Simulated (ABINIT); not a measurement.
# Bi (I4/mcm) in ABINIT: equation of state

Aim: energy against volume of Bi in PBEsol, for its equilibrium volume and stiffness.

Program: ABINIT 10.8.3 (patched build). These are calculated values, not measurements. Logs are shortened: lines on timing, memory, paths and dates and some standing lists are left out, and cuts for length are marked. The log counts tension as positive stress, the text compression.

## (1) Starting point

It takes space group I4/mcm (No. 140, tetragonal). The conventional cell has a = 8.899 Å, b = 8.899 Å, c = 4.131 Å, α = 90.00°, β = 90.00°, γ = 90.00°. Around Bi (site symmetry m2m) lie 7 Bi at 3.31 to 3.67 Å.

This isn't the form of Bi at room conditions, which is rhombohedral.

## (2) Equation of state, PBEsol

The input, run.abi:

```
# Datasets: one volume each
ndtset 7
scalecart1 3*0.9795861087
scalecart2 3*0.9864848297
scalecart3 3*0.9932883884
scalecart4 3*1.0000000000
scalecart5 3*1.0066227096
scalecart6 3*1.0131594038
scalecart7 3*1.0196128224

# Pseudopotentials
pp_dirpath "./"
pseudos "Bi.GGA_PBE-JTH.xml"

# Structure
acell 6.6232431698 6.6232431698 6.6232431698 Angstrom
rprim
    -0.6718382348     0.6718382348     0.3118762134
     0.6718382348    -0.6718382348     0.3118762134
     0.6718382348     0.6718382348    -0.3118762134
ntypat 1
znucl 83
natom 4
typat 1 1 1 1
xred
     0.1456555000     0.3543445000     0.5000000000
     0.8543445000     0.6456555000     0.5000000000
     0.6456555000     0.1456555000     0.7913110000
     0.3543445000     0.8543445000     0.2086890000

# Plane-wave basis
ecut 598.650497 eV
pawecutdg 44.0
pawxcdev 0

# k points
kptopt 1
ngkpt 7 7 7
nshiftk 1
shiftk 0.0 0.0 0.0

# Exchange and correlation
ixc -116133

# Bands and occupations
nband 36
occopt 3
tsmear 0.05 eV

# SCF cycle
nstep 100
tolvrs 1.0e-9

# Output
iomode 3
prtwf 0
prtden 0
prteig 0
prtebands 0
enunit 1
```

Potentials or basis: JTH PAW PBE v2.0.

Launch:

```console
> mpirun --bind-to none -np 4 abinit run.abi > log 2>&1
```

run.abo:

```text
.Version 10.8.3 of ABINIT
 DATASET    1 : space group I4/m c m (#140); Bravais tI (body-center tetrag.)
================================================================================
 Values of the parameters that define the memory need for DATASET  1.
     intxc =       0    ionmov =       0      iscf =      17    lmnmax =      18
     lnmax =       6     mgfft =      54  mpssoang =       3    mqgrid =    3479
     natom =       4  nloc_mem =       2    nspden =       1   nspinor =       1
    nsppol =       1      nsym =      16    n1xccc =       1    ntypat =       1
    occopt =       3   xclevel =       2
       mpw =        5133          nfft =      157464          nkpt =          40
Pmy_natom=         1
 PAW method is used; the additional fine FFT grid is defined by:
   mgfftf=        75    nfftf =    421875
================================================================================
================================================================================
[... 77 lines left out ...]
================================================================================
 Values of the parameters that define the memory need for DATASET  7.
     intxc =       0    ionmov =       0      iscf =      17    lmnmax =      18
     lnmax =       6     mgfft =      54  mpssoang =       3    mqgrid =    3621
     natom =       4  nloc_mem =       2    nspden =       1   nspinor =       1
    nsppol =       1      nsym =      16    n1xccc =       1    ntypat =       1
    occopt =       3   xclevel =       2
       mpw =        5795          nfft =      157464          nkpt =          40
Pmy_natom=         1
 PAW method is used; the additional fine FFT grid is defined by:
   mgfftf=        80    nfftf =    512000
================================================================================
================================================================================

--------------------------------------------------------------------------------
------------- Echo of variables that govern the present computation ------------
--------------------------------------------------------------------------------
 -outvars: echo values of preprocessed input variables --------
            acell      1.2516115656E+01  1.2516115656E+01  1.2516115656E+01 Bohr
              amu      2.08980370E+02
             ecut      2.20000000E+01 Hartree
           enunit           1
              ixc     -116133
           jdtset        1    2    3    4    5    6    7
         kptrlatt        7    0    0      0    7    0      0    0    7
          kptrlen1     5.35331099E+01
          kptrlen2     5.39101161E+01
          kptrlen3     5.42819217E+01
          kptrlen4     5.46487026E+01
          kptrlen5     5.50106251E+01
          kptrlen6     5.53678469E+01
          kptrlen7     5.57205179E+01
[... 106 lines left out ...]
                       6.4565550000E-01  1.4565550000E-01  7.9131100000E-01
                       3.5434450000E-01  8.5434450000E-01  2.0868900000E-01
            znucl       83.00000

================================================================================

 chkinp: Checking input parameters for consistency, jdtset=   1.

 chkinp: Checking input parameters for consistency, jdtset=   2.
[... 39 lines left out ...]
--- Pseudopotential description ------------------------------------------------
- pspini: atom type   1  psp file is ./Bi.GGA_PBE-JTH.xml
 Pseudopotential format is: paw10
 basis_size (lnmax)=  6 (lmn_size= 18), orbitals=   0   0   1   1   2   2
 Spheres core radius: rc_sph= 2.41230754
 Shapefunction is BESSEL type: shapef(r,l)=aa(1,l)*jl(q(1,l)*r)+aa(2,l)*jl(q(2,l)*r)
 Radius for shape functions =  2.20555141
 Compensation charge density is not taken into account in XC energy/potential

   6.71142992E+03                                ecore*ucvol(ha*bohr**3)
--------------------------------------------------------------------------------

================================================================================

--- !BeginCycle
iteration_state: {dtset: 1, }
solver: {iscf: 17, nstep: 100, nline: 4, wfoptalg: 10, }
tolerances: {tolvrs: 1.00E-09, }
...
[... 1391 lines left out ...]
-Cartesian components of stress tensor (GPa)         [Pressure= -3.5353E+00 GPa]
- sigma(1 1)=  3.17894951E+00  sigma(3 2)=  0.00000000E+00
- sigma(2 2)=  3.17894951E+00  sigma(3 1)=  0.00000000E+00
- sigma(3 3)=  4.24798196E+00  sigma(2 1)=  0.00000000E+00

== END DATASET(S) ==============================================================
================================================================================

 -outvars: echo values of variables after computation  --------
            acell      1.2516115656E+01  1.2516115656E+01  1.2516115656E+01 Bohr
           etotal1    -2.8873729445E+02
           etotal2    -2.8873745457E+02
           etotal3    -2.8873696612E+02
           etotal4    -2.8873590034E+02
           etotal5    -2.8873431824E+02
           etotal6    -2.8873227487E+02
           etotal7    -2.8872981995E+02
            fcart1    -1.1951701260E-03  1.1951701260E-03 -2.7620423211E-19
                       1.1951701260E-03 -1.1951701260E-03  2.6730452113E-19
                       1.1951701260E-03  1.1951701260E-03  6.4832231488E-20
                      -1.1951701260E-03 -1.1951701260E-03 -5.5932520502E-20
            fcart2    -1.4918577194E-04  1.4918577194E-04  1.1917132442E-19
                       1.4918577194E-04 -1.4918577194E-04 -9.0489654114E-20
                       1.4918577194E-04  1.4918577194E-04 -3.0334394391E-20
                      -1.4918577194E-04 -1.4918577194E-04  1.6527240873E-21
            fcart3     8.0434892785E-04 -8.0434892785E-04  2.7813160203E-19
                      -8.0434892785E-04  8.0434892785E-04 -2.9400618801E-19
[... 66 lines left out ...]
                       1.2962605396E+00  3.1534874603E+00  2.0656320002E+00
                       1.2962605396E+00  5.7460085394E+00  2.3211446496E-17
                       3.1534874603E+00 -1.2962605396E+00  2.0656320002E+00
           xangst5     3.1743720919E+00  1.3048452967E+00  0.0000000000E+00
                       1.3048452967E+00  3.1743720919E+00  2.0793120811E+00
                       1.3048452967E+00  5.7840626853E+00  7.0735066996E-17
                       3.1743720919E+00 -1.3048452967E+00  2.0793120811E+00
           xangst6     3.1949854751E+00  1.3133185555E+00  1.1750094465E-16
                       1.3133185555E+00  3.1949854751E+00  2.0928144858E+00
                       1.3133185555E+00  5.8216225860E+00 -1.8419305813E-16
                       3.1949854751E+00 -1.3133185555E+00  2.0928144858E+00
           xangst7     3.2153362498E+00  1.3216838673E+00  0.0000000000E+00
                       1.3216838673E+00  3.2153362498E+00  2.1061448738E+00
                       1.3216838673E+00  5.8587039844E+00  1.9567560444E-18
                       3.2153362498E+00 -1.3216838673E+00  2.1061448738E+00
             xred      1.4565550000E-01  3.5434450000E-01  5.0000000000E-01
                       8.5434450000E-01  6.4565550000E-01  5.0000000000E-01
                       6.4565550000E-01  1.4565550000E-01  7.9131100000E-01
                       3.5434450000E-01  8.5434450000E-01  2.0868900000E-01
 Calculation completed.
```

It took 13 min on 4 MPI ranks of Arm Neoverse V2, shared host; peak memory 1.2 GiB.

What came out:

```yaml
Equilibrium_volume: 39.04 Å³/atom
Bulk_modulus_at_fixed_shape_and_positions: 42 GPa
Pressure_derivative_of_the_bulk_modulus: 4.4
```

Energy against volume, from the lowest point:
```
volume (Å³/atom)  energy (meV/atom)
          38.446               1.09
          39.264               0.00
          40.082               3.32
          40.900              10.57
          41.718              21.34
          42.536              35.24
          43.354              51.94
```

Caveat: pressures at fixed basis lie under the slope of the energies; the cell was scaled at fixed shape and fractional positions, which overstates the stiffness of a crystal with free parameters, most of all of layers and chains; the PAW data sets were made with another functional, which shifts forces and pressure a little.
